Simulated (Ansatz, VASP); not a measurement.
This is a calculation of Pd for Ansatz 0.2.0.

File input.yaml:

```yaml
crystal:
  lattice:
    - [2.7836650458, 0.0, 0.0]
    - [-1.3918325229, 2.4107246453, 0.0]
    - [0.0, 0.0, 4.628893]
  atoms:
    - { symbol: Pd, position: [0.328501, 0.691682, 0.240991] }
    - { symbol: Pd, position: [0.66929, 0.343987, 0.758727] }
hamiltonian:
  xc: pbesol
  pseudopotentials: { kind: paw }
kpoints:
  mp_grid: { grid: [11, 11, 6] }
scf:
  occupations: { method: fermi_dirac, width: 0.05 }
output:
  forces: true
  stress: true
  eigenvalues: true
```

Potentials or basis: Ansatz PAW.

Launch:

```bash
$ ansatz run input.yaml --threads 1 --pin off --max-ram 3584MiB --backend cpu --events-out ev --progress --plain --runs-dir out
```

Set up the same calculation for VASP 6.6.1. Potentials there: VASP PAW PBE potentials, release 64 (Pd).

As run (the cutoff follows the program's own potentials):

Contents of INCAR:

```
ALGO = Normal ; EDIFF = 1E-7
ENCUT = 520 ; GGA = PS
ISIF = 2 ; ISMEAR = -1
LASPH = True ; LCHARG = False
LREAL = False ; LWAVE = False
NBANDS = 17 ; NELM = 100
PREC = Accurate ; SIGMA = 0.05
```

KPOINTS

```
k-points
0
Gamma
  11 11 6
```

File POSCAR:

```
Pd
1.0
    2.7836650458      0.0000000000      0.0000000000
   -1.3918325229      2.4107246453      0.0000000000
    0.0000000000      0.0000000000      4.6288930000
Pd
2
Direct
    0.3285010000      0.6916820000      0.2409910000
    0.6692900000      0.3439870000      0.7587270000
```

Potentials or basis: VASP PAW PBE potentials, release 64 (Pd).

Launch:

```sh
$ cat potpaw_PBE.64/Pd/POTCAR > POTCAR
$ mpirun -np 1 vasp_std > vasp.out
```

Both were run:

|  | VASP | Ansatz | Ansatz less VASP |
| --- | --- | --- | --- |
| gap on the k mesh at the Fermi level (eV) | none | none | - |
| pressure (GPa) | -9.9 | -9.6 | +0.25 |
| largest component of the traceless stress (GPa) | 0.60 | 0.63 | +0.036 |
| rms of the force components (eV/Å) | 0.344 | 0.349 | +0.0046 |

Atom by atom the forces differ by 0.005 eV/Å (rms over components). A gap of «none» marks a metal or a gap that the smearing closes. The two sets of potentials don't hold the same shells in valence.

Caveats: the PAW data sets were made with another functional, which shifts forces and pressure a little (VASP); the PAW data sets come from PBE, with cores solved anew for the run's functional, which leaves a small shift of forces and pressure (Ansatz).
